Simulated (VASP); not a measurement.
# Pt (Fm-3m) in VASP: notebook, part 2 of 2

VASP 6.6.1. The steps go on from the part before.

## (4) Vibrations by finite differences, PBE+D3(BJ)

This run uses another cell than the first one, of 15.13 Å³/atom, 1.003 times its volume.

Contents of INCAR:

```
PREC = Accurate ; ENCUT = 520
EDIFF = 1E-8 ; ISMEAR = 0
SIGMA = 0.1 ; LREAL = False
LASPH = True ; NELM = 100
ALGO = Normal ; ISIF = 3
LWAVE = False ; LCHARG = False
GGA = PE ; IVDW = 12
NBANDS = 11 ; IBRION = 6
NFREE = 2 ; POTIM = 0.015
NSW = 1
```

Contents of KPOINTS:

```
Automatic mesh
0
Gamma
  18 18 18
```

Contents of POSCAR:

```
Pt                                      
1.0
    0.0000000000      1.9629355053      1.9629355053
    1.9629355053      0.0000000000      1.9629355053
    1.9629355053      1.9629355053      0.0000000000
  Pt            
     1
Direct
     0.0000000000000000    0.0000000000000000    0.0000000000000000
```

Potentials or basis: VASP PAW PBE potentials, release 64 (Pt).

Started as:

```bash
$ cat potpaw_PBE.64/Pt/POTCAR > POTCAR
$ mpirun -np 1 vasp_std > vasp.out
```

OUTCAR:

```text
PREC = Accurate
   ENCUT = 520
   EDIFF = 1E-8
   ISMEAR = 0
   LREAL = False
   LASPH = True
   NELM = 100
   ISIF = 3
   GGA = PE
   IVDW = 12
   IBRION = 6
   NFREE = 2
   POTIM = 0.015
   NSW = 1
 IVDW          = 12

 ion  position               nearest neighbor table
   1  0.000  0.000  0.000-

  LATTYP: Found a face centered cubic cell.
 ALAT       =     3.9258710106

  Lattice vectors:

 A1 = (   0.0000000000,   1.9629355053,   1.9629355053)
 A2 = (   1.9629355053,   0.0000000000,   1.9629355053)
 A3 = (   1.9629355053,   1.9629355053,   0.0000000000)

Analysis of symmetry for initial positions (statically):
=====================================================================
 Subroutine PRICEL returns:
 Original cell was already a primitive cell.

 Routine SETGRP: Setting up the symmetry group for a
 face centered cubic supercell.

 Subroutine GETGRP returns: Found 48 space group operations
 (whereof 48 operations were pure point group operations)
 out of a pool of 48 trial point group operations.

The static configuration has the point symmetry O_h .

Analysis of symmetry for dynamics (positions and initial velocities):
=====================================================================
 Subroutine PRICEL returns:
 Original cell was already a primitive cell.

 Routine SETGRP: Setting up the symmetry group for a
 face centered cubic supercell.

 Subroutine GETGRP returns: Found 48 space group operations
 (whereof 48 operations were pure point group operations)
 out of a pool of 48 trial point group operations.

The dynamic configuration has the point symmetry O_h .

 Subroutine INISYM returns: Found 48 space group operations
 (whereof 48 operations are pure point group operations),
 and found     1 'primitive' translations

----------------------------------------------------------------------------------------

                                     Primitive cell

  volume of cell :      15.1268

  direct lattice vectors                    reciprocal lattice vectors
     0.000000000  1.962935505  1.962935505    -0.254720544  0.254720544  0.254720544
     1.962935505  0.000000000  1.962935505     0.254720544 -0.254720544  0.254720544
     1.962935505  1.962935505  0.000000000     0.254720544  0.254720544 -0.254720544

  length of vectors
     2.776010014  2.776010014  2.776010014     0.441188924  0.441188924  0.441188924

  position of ions in fractional coordinates (direct lattice)
     0.000000000  0.000000000  0.000000000

  ion indices of the primitive-cell ions
   primitive index   ion index
                 1           1

----------------------------------------------------------------------------------------

 KPOINTS: Automatic mesh

Automatic generation of k-mesh.
[... 120 lines left out ...]

 Edisp (eV)   -0.77680

 E8    (eV) :    -0.3562
[... 102 lines left out ...]
  FREE ENERGIE OF THE ION-ELECTRON SYSTEM (eV)
  ---------------------------------------------------
  free  energy   TOTEN  =        -6.8601001617 eV

  energy  without entropy=       -6.8497414958  energy(sigma->0) =       -6.85492083

[... ionic steps 4 to 12 ...]

--------------------------------------- Ionic step       13  -------------------------------------------

 number of electron      10.0000000 magnetization

------------------------ aborting loop because EDIFF is reached ----------------------------------------
[... 73 lines left out ...]
--------------------------------------- Ionic step       15  -------------------------------------------

 number of electron      10.0000000 magnetization

 Free energy of the ion-electron system (eV)
  ---------------------------------------------------
  ext. energy  EPLUGINS =         0.00000000
  ---------------------------------------------------
  free energy    TOTEN  =        -6.08704760 eV

  energy without entropy =       -6.07633128  energy(sigma->0) =       -6.08168944

 E-fermi :  11.2088     XC(G=0): -13.4728

 val. band max:       11.2087125365   @ k =   0.5000   0.5000   0.0000
 cond. band min:      11.2099609743   @ k =  -0.3333   0.3889   0.1111
 fundamental gap:      0.0012484378
 Fermi energy:        11.2087572572

 k-point     1 :       0.0000    0.0000    0.0000
  band No.  band energies     occupation
      1       1.0244      2.00000
      2       7.4361      2.00000
      3       7.4361      2.00000
      4       7.4361      2.00000
      5       9.5801      2.00000
      6       9.5801      2.00000
      7      25.8555      0.00000
      8      30.8044      0.00000
      9      30.8044      0.00000
     10      30.8044      0.00000
     11      36.1379      0.00000
[... 309 lines left out ...]
 k-point    24 :      -0.2222    0.0556    0.0000
  band No.  band energies     occupation
      1       3.0649      2.00000
      2       6.9474      2.00000
      3       7.8258      2.00000
      4       7.8930      2.00000
      5       9.3877      2.00000
      6      10.0654      2.00000
      7      24.8814      0.00000
      8      27.7475      0.00000
      9      32.2462      0.00000
     10      33.6639      0.00000
     11      34.9059      0.00000

 [... further k-points ...]

------------------------ aborting loop because EDIFF is reached ----------------------------------------

 Edisp (eV)   -0.77680

 E8    (eV) :    -0.3562
[... 24 lines left out ...]
  FREE ENERGIE OF THE ION-ELECTRON SYSTEM (eV)
  ---------------------------------------------------
  free  energy   TOTEN  =        -6.8638467164 eV

  energy  without entropy=       -6.8531304010  energy(sigma->0) =       -6.85848856

 INTERNAL STRAIN TENSORS FROM STRAINED CELLS
 ============================================

 INTERNAL STRAIN TENSOR FOR ION    1 for displacements in x,y,z  (eV/Angst):
          X           Y           Z          XY          YZ          ZX
  --------------------------------------------------------------------------------
  x    -0.00000     0.00000     0.00000     0.00000     0.00000    -0.00000
  y     0.00000     0.00000     0.00000    -0.00000     0.00000     0.00000
  z     0.00000     0.00000    -0.00000     0.00000    -0.00000     0.00000

 INTERNAL STRAIN TENSORS FROM DISPLACED ATOMS
 ============================================

 INTERNAL STRAIN TENSOR FOR ION    1 for displacements in x,y,z  (eV/Angst):
          X           Y           Z          XY          YZ          ZX
  --------------------------------------------------------------------------------
  x     0.00000     0.00000     0.00000     0.00000     0.00000     0.00000
  y     0.00000     0.00000     0.00000     0.00000     0.00000     0.00000
  z     0.00000     0.00000     0.00000     0.00000     0.00000     0.00000

 Eigenvectors and eigenvalues of the dynamical matrix
 ----------------------------------------------------

   1 f  =    0.000000 THz     0.000000 2PiTHz    0.000000 cm-1     0.000000 meV
             X         Y         Z           dx          dy          dz
      0.000000  0.000000  0.000000     0.894427    0.447214    0.000000

   2 f  =    0.000000 THz     0.000000 2PiTHz    0.000000 cm-1     0.000000 meV
             X         Y         Z           dx          dy          dz
      0.000000  0.000000  0.000000     0.447214   -0.894427    0.000000

   3 f  =    0.000000 THz     0.000000 2PiTHz    0.000000 cm-1     0.000000 meV
             X         Y         Z           dx          dy          dz
      0.000000  0.000000  0.000000     0.000000    0.000000    1.000000

--------------------------------------------------------------------------------------------------------

 ELASTIC MODULI CONTR FROM IONIC RELAXATION (kBar)
 Direction    XX          YY          ZZ          XY          YZ          ZX
 --------------------------------------------------------------------------------
 XX           0.0000      0.0000      0.0000      0.0000      0.0000      0.0000
 YY           0.0000      0.0000      0.0000      0.0000      0.0000      0.0000
 ZZ           0.0000      0.0000      0.0000      0.0000      0.0000      0.0000
 XY           0.0000      0.0000      0.0000      0.0000      0.0000      0.0000
 YZ           0.0000      0.0000      0.0000      0.0000      0.0000      0.0000
 ZX           0.0000      0.0000      0.0000      0.0000      0.0000      0.0000
 --------------------------------------------------------------------------------

 TOTAL ELASTIC MODULI (kBar)
 Direction    XX          YY          ZZ          XY          YZ          ZX
 --------------------------------------------------------------------------------
 XX        3421.1302   2458.7043   2458.7043     -0.0000     -0.0000      0.0000
 YY        2458.7043   3421.1302   2458.7043      0.0000      0.0000      0.0000
 ZZ        2458.7043   2458.7043   3421.1302     -0.0000      0.0000     -0.0000
 XY          -0.0000      0.0000     -0.0000    740.8298      0.0000      0.0000
 YZ          -0.0000      0.0000      0.0000      0.0000    740.8298      0.0000
 ZX           0.0000      0.0000     -0.0000      0.0000      0.0000    740.8298
 --------------------------------------------------------------------------------
```

OSZICAR:

```text
N       E                     dE             d eps       ncg     rms          rms(c)
DAV:   1     0.397422502559E+02    0.39742E+02   -0.53170E+03  4418   0.840E+02
DAV:   2    -0.589566797658E+01   -0.45638E+02   -0.43551E+02  4907   0.177E+02
DAV:   3    -0.646357768725E+01   -0.56791E+00   -0.56473E+00  4967   0.188E+01
[... 14 lines left out ...]
DAV:   2    -0.608749965036E+01   -0.31748E-02   -0.36047E-02  4872   0.179E+00    0.816E-02
DAV:   3    -0.608704772173E+01    0.45193E-03   -0.15750E-03  4797   0.261E-01    0.729E-03
DAV:   4    -0.608704793191E+01   -0.21017E-06   -0.12759E-05  5073   0.328E-02    0.395E-03
DAV:   5    -0.608704766032E+01    0.27159E-06   -0.10581E-06  5072   0.754E-03    0.113E-03
DAV:   6    -0.608704759196E+01    0.68360E-07   -0.56743E-08  5013   0.191E-03    0.106E-04
DAV:   7    -0.608704759633E+01   -0.43782E-08   -0.11809E-09  2718   0.318E-04
  15 F= -.68638467E+01 E0= -.68584886E+01  d E =-.107163E-01
```

stdout:

```text
POSCAR found type information on POSCAR Pt
 POSCAR found :  1 types and       1 ions
 scaLAPACK will be used
 LDA part: xc-table for (Slater+PW92), standard interpolation
 POSCAR, INCAR and KPOINTS ok, starting setup
 FFT: planning ... GRIDC
 FFT: planning ... GRID_SOFT
 FFT: planning ... GRID
 WAVECAR not read
 entering main loop
 Found     1 degrees of freedom:
 Adding 6 more for cell shape distortion
 Finite differences POTIM= 0.01500 DOF=   7
 bond charge predicted
 Finite differences progress:
 bond charge predicted
 Finite differences progress:
 bond charge predicted
 Finite differences progress:
 bond charge predicted
 Finite differences progress:
 bond charge predicted
 Finite differences progress:
 bond charge predicted
 Finite differences progress:
 bond charge predicted
 Finite differences progress:
 bond charge predicted
 Finite differences progress:
 bond charge predicted
 Finite differences progress:
 bond charge predicted
 Finite differences progress:
 bond charge predicted
 Finite differences progress:
 bond charge predicted
 Finite differences progress:
 bond charge predicted
 Finite differences progress:
 bond charge predicted
 Finite differences progress:
```

It took 10 min on 1 thread of Intel Xeon Platinum 8488C (Sapphire Rapids), shared host; peak memory 0.57 GiB.

What came out:

```
Elastic constants C11, C12, C44 : 342, 246, 74 GPa
Voigt bulk modulus              : 278 GPa
Dispersion energy per atom      : -0.777 eV
```

Elastic tensor in Voigt notation (GPa, in the Cartesian axes of the cell as first typed):
```
342 246 246   0   0   0
246 342 246   0   0   0
246 246 342   0   0   0
  0   0   0  74   0   0
  0   0   0   0  74   0
  0   0   0   0   0  74
```

Clamped-ion elastic tensor (GPa):
```
342 246 246   0   0   0
246 342 246   0   0   0
246 246 342   0   0   0
  0   0   0  74   0   0
  0   0   0   0  74   0
  0   0   0   0   0  74
```

Caveat: elastic constants of metals need much finer meshes, so these are rough; pairwise dispersion overbinds metals, which lowers pressure and volume. Spin-orbit coupling is left out, which matters for the levels of Pt.
